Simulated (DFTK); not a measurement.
Crystal: Au.

```xyz
1
Lattice="0.0000 2.0350 2.0350 2.0350 0.0000 2.0350 2.0350 2.0350 0.0000" Properties=species:S:1:pos:R:3 pbc="T T T"
Au    0.0000    0.0000    0.0000
```

Base run:

```yaml
Program: DFTK 0.8.2
Functional: PBEsol
Potentials_or_basis: dojo.nc.sr.pbesol.v0_4_1.standard.upf (PBEsol)
Cutoff: 1034 eV
k_mesh: 11 × 11 × 11
Occupations: fermi-dirac, width 0.05 eV
Spin: no spin polarisation
```

Its results: band gap on the k mesh none (metal or under the smearing width); pressure 1.2 GPa.

Q: The run is repeated on the same cell with these changes: potentials or basis from dojo.nc.sr.pbesol.v0_4_1.standard.upf (PBEsol) to SG15 1.2 (PBE); cutoff from 1034 eV to 1225 eV. What comes out?

A: Band gap on the k mesh none (metal or under the smearing width); pressure 1.9 GPa.

Caveats: the potentials were made for another functional, which shifts forces and pressure (some runs).

Not every run made on this cell is shown here.
